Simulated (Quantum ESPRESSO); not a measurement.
Here is a Quantum ESPRESSO 7.5 calculation.

File pw.in:

```
&CONTROL
  calculation = 'scf'
  prefix = 'pwscf'
  outdir = './tmp'
  pseudo_dir = './pseudo'
  tprnfor = .true.
  tstress = .true.
  disk_io = 'low'
/
&SYSTEM
  ibrav = 0
  nat = 3
  ntyp = 2
  ecutwfc = 60
  ecutrho = 440
  nbnd = 15
  occupations = 'smearing'
  smearing = 'fd'
  degauss = 0.00367493
/
&ELECTRONS
  conv_thr = 6d-10
  electron_maxstep = 120
  mixing_beta = 0.5
/
ATOMIC_SPECIES
Hf   178.4900 Hf-sp.oncvpsp.upf
B     10.8100 b_pbe_v1.4.uspp.F.UPF
CELL_PARAMETERS angstrom
   3.1400000000    0.0000000000    0.0000000000
  -1.5700000000    2.7193197679    0.0000000000
   0.0000000000    0.0000000000    3.4800000000
ATOMIC_POSITIONS crystal
Hf     0.0000000000    0.0000000000    0.0000000000
B      0.6666666667    0.3333333333    0.5000000000
B      0.3333333333    0.6666666667    0.5000000000
K_POINTS automatic
10 10 8 0 0 0
```

Contents of pp_density.in:

```
&INPUTPP
  prefix = 'pwscf'
  outdir = './tmp'
  filplot = 'density.dat'
  plot_num = 0
/
&PLOT
  nfile = 1
  filepp(1) = 'density.dat'
  iflag = 3
  output_format = 6
  fileout = 'density.cube'
/
```

Contents of pp_potential.in:

```
&INPUTPP
  prefix = 'pwscf'
  outdir = './tmp'
  filplot = 'potential.dat'
  plot_num = 11
/
&PLOT
  nfile = 1
  filepp(1) = 'potential.dat'
  iflag = 3
  output_format = 6
  fileout = 'potential.cube'
/
```

Potentials or basis: SSSP 1.3 efficiency PBE.

Run with:

```bash
$ OMP_NUM_THREADS=1 pw.x -in pw.in > pw.out
$ OMP_NUM_THREADS=1 pp.x -in pp_density.in > pp_density.out
$ OMP_NUM_THREADS=1 pp.x -in pp_potential.in > pp_potential.out
```

(1) What does it give for the band gap on the k mesh?

(2) Estimate the pressure.

Results:

(1) none (metal or under the smearing width).

(2) 1.7 GPa.
